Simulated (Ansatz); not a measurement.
Density of states of Cu₃N (Pm-3m, a = 3.827 Å, b = 3.827 Å, c = 3.827 Å, α = 90.00°, β = 90.00°, γ = 90.00°), in states per eV and primitive cell, averaged over bins of 0.4 eV. Method: DFT PBE, scalar-relativistic, plane waves, PAW in Ansatz.

Plane waves to 420 eV, a k mesh through Γ of 10×10×10 on the computed 4-atom cell and Gaussian smearing (0.01 eV); no spin polarisation.

The cell is relaxed at this level. The states (both spins) are summed by tetrahedra on a 15×15×15 mesh at the self-consistent density. Energies are bin centres; the table starts no lower than −8 eV and ends at 6 eV, or lower where the solved bands end.

The gap is 0.22 eV at this level, with the zero inside it.

| E − E_F (eV) | total | Cu 3d | N 2p | Cu 4s | N 2s |
| --- | --- | --- | --- | --- | --- |
| -7.65 | 3.23 | 0.97 | 1.72 | 0.51 | 0.01 |
| -7.25 | 2.63 | 0.74 | 1.46 | 0.39 | 0.03 |
| -6.85 | 2.03 | 0.58 | 1.17 | 0.23 | 0.03 |
| -6.45 | 1.95 | 0.57 | 1.15 | 0.16 | 0.03 |
| -6.05 | 2.44 | 0.78 | 1.48 | 0.11 | 0.03 |
| -5.65 | 2.10 | 0.62 | 1.35 | 0.07 | 0.01 |
| -5.25 | 0.57 | 0.12 | 0.41 | 0.02 | 0.00 |
| -4.85 | 0.38 | 0.16 | 0.10 | 0.11 | 0.00 |
| -4.45 | 0.67 | 0.38 | 0.02 | 0.27 | 0.00 |
| -4.05 | 1.20 | 0.78 | 0.01 | 0.40 | 0.00 |
| -3.65 | 6.35 | 5.65 | 0.09 | 0.56 | 0.00 |
| -3.25 | 16.49 | 15.68 | 0.14 | 0.55 | 0.01 |
| -2.85 | 11.37 | 11.10 | 0.03 | 0.17 | 0.01 |
| -2.45 | 17.08 | 16.58 | 0.13 | 0.24 | 0.05 |
| -2.05 | 10.31 | 9.97 | 0.08 | 0.19 | 0.01 |
| -1.65 | 2.41 | 1.87 | 0.31 | 0.17 | 0.00 |
| -1.25 | 5.17 | 3.61 | 0.89 | 0.55 | 0.01 |
| -0.85 | 2.42 | 1.51 | 0.62 | 0.23 | 0.00 |
| -0.45 | 1.07 | 0.63 | 0.27 | 0.14 | 0.00 |
| -0.05 | 0.11 | 0.06 | 0.02 | 0.02 | 0.00 |
| 0.35 | 0.11 | 0.01 | 0.00 | 0.00 | 0.00 |
| 0.75 | 0.35 | 0.03 | 0.01 | 0.00 | 0.00 |
| 1.15 | 0.66 | 0.12 | 0.04 | 0.04 | 0.06 |
| 1.55 | 1.28 | 0.26 | 0.11 | 0.22 | 0.19 |
| 1.95 | 1.78 | 0.34 | 0.25 | 0.33 | 0.22 |
| 2.35 | 1.46 | 0.25 | 0.27 | 0.25 | 0.13 |
| 2.75 | 1.58 | 0.19 | 0.23 | 0.44 | 0.11 |
| 3.15 | 2.37 | 0.26 | 0.40 | 0.76 | 0.14 |
| 3.55 | 1.22 | 0.09 | 0.18 | 0.41 | 0.03 |
| 3.95 | 0.99 | 0.06 | 0.14 | 0.34 | 0.00 |
| 4.35 | 1.71 | 0.11 | 0.28 | 0.72 | 0.00 |
| 4.75 | 1.26 | 0.06 | 0.15 | 0.57 | 0.01 |
| 5.15 | 1.30 | 0.04 | 0.09 | 0.52 | 0.04 |
| 5.55 | 1.20 | 0.03 | 0.08 | 0.41 | 0.03 |

The columns after the total are the Löwdin projections on the occupied valence shells of the potentials. The rest of the total lies in shells that are empty in the free atom, which aren't projected, and between the atoms.

A ferromagnetic start lost its moments in a first run, so spin was left out; other magnetic orders weren't tried.

Cost: 1 run of about 0.92 core-minutes, on Arm Neoverse V2 (shared hosts).